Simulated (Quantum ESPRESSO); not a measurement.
# ZrS2 under changes of volume

One of the cells (23.763 Å³/atom); the others are scaled copies at fixed shape and fractional positions:

```
Zr S
1.0
     3.69138    0.00000    0.00000
    -1.84569    3.19683    0.00000
     0.00000    0.00000    6.04108
Zr S
1 2
Direct
  0.00000 0.00000 0.00000
  0.33333 0.66667 0.23791
  0.66667 0.33333 0.76209
```

The cell is a database's computed one.

```yaml
Program: Quantum ESPRESSO 7.5
Functional: r2SCAN
Potentials_or_basis: SG15 PBE 1.2
Cutoff: 898 eV
Density_cutoff: 3592 eV
k_mesh: 7 × 7 × 4
Occupations: fermi-dirac, width 0.05 eV
Spin: no spin polarisation
```

```csv
volume (Å³/atom),energy over the lowest point (meV/atom),pressure (GPa),gap on the mesh (eV)
22.337,?,?,?
22.813,12.06,4.1,1.40
23.288,2.94,1.9,1.42
23.763,0.00,0.0,1.43
24.238,2.64,-1.8,1.44
24.714,10.33,-3.4,1.45
25.189,22.58,-4.9,1.45
```

What does the run at 22.337 Å³/atom give?

Energy over the lowest point 27.99 meV/atom; pressure 6.5 GPa; gap on the mesh 1.39 eV.

Worked out: A Birch-Murnaghan fit of order 3 (a polynomial in V^(-2/3)) to the other rows has its minimum at 23.77 Å³/atom with B0 = V·E''(V) = 94 GPa and B' = 4.1 at fixed shape and positions, which overstates the stiffness. It gives 28.06 meV/atom at 22.337 Å³/atom, against the run's 27.99, and -dE/dV = 6.6 GPa, against 6.5. A straight line through the other rows of the gap, of slope 0.506 eV per unit of ln V, extrapolates to 1.40 eV, against the run's 1.39.

Energies are extrapolated to zero smearing.

Caveats: the potentials were made for another functional, which shifts forces and pressure; an odd mesh through Γ misses points on the zone boundary, where band edges often lie. Spin-orbit coupling on Zr is left out.
